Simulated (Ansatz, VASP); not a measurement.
BN (Qingsongite) in VASP and in Ansatz

```xyz
2
Lattice="0.0000 1.8075 1.8075 1.8075 0.0000 1.8075 1.8075 1.8075 0.0000" Properties=species:S:1:pos:R:3 pbc="T T T"
B     0.0000    0.0000    0.0000
N     0.9038    0.9038    0.9038
```

Alike in both runs: task relaxation of cell and atoms; functional PBEsol; k mesh 10 × 10 × 10; occupations gaussian, width 0.01 eV; no spin polarisation.

|  | VASP | Ansatz |
| --- | --- | --- |
| version | VASP 6.6.1 | Ansatz 0.2.0 |
| potentials or method | VASP PAW PBE potentials, release 64 (B, N) | plane waves, PAW |
| plane-wave cutoff (eV) | 600 | 420 |
| valence electrons in the cell | 8 | 8 |

```tsv
	VASP	Ansatz	Ansatz less VASP
relaxed volume (Å³/atom)	5.86	5.86	-0.005
relaxed cell length with the largest relative difference (Å)	2.550	2.550	-0.0007
```

Ansatz warned: «stress_scf_threshold_loose».

Caveats: the PAW data sets were made with another functional, which shifts forces and pressure a little (VASP). A k mesh can miss the band edges.
